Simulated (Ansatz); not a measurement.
**BP: energy along a strain**

BP, F-43m, a = 4.537 Å. Ansatz: r2SCAN, PAW, 500 eV, Γ-centred 10×10×10 mesh on 2 atoms, Gaussian smearing 0.05 eV; no spin polarisation. Cell vectors (Å): 0.000 2.268 2.268; 2.268 0.000 2.268; 2.268 2.268 0.000. The cell is strained by x per cent times the pattern (0 1 0 0 0 0) in the order xx yy zz yz xz xy (engineering shears), with fractional coordinates held. y is the free energy over the start, V0 = 11.670 Å³/atom.

| x (%) | y (meV/atom) |
| --- | --- |
| -4.00 | 21.68 |
| -3.00 | 12.11 |
| -2.00 | 5.34 |
| -1.00 | 1.33 |
| 0.00 | 0.00 |
| 1.00 | ? |
| 2.00 | 5.19 |
| 3.00 | 11.58 |
| 3.50 | 15.70 |
| 4.00 | 20.43 |

Fit y = c2 x² + c3 x³ to the other rows, get the stiffness along the pattern, and predict the missing energy.

Least squares on the rows shown. y = 1.3160 x² − 0.0097750 x³. The clamped-ion stiffness p·C·p = 2 × 13.16 eV × 160.2 / 11.670 Å³ = 361 GPa, which is C22 in these axes (C11 of the cubic crystal). At x = 1.00 the fit asked for gives 1.31 meV/atom. The run gave 1.31 meV/atom, the same to the digits shown.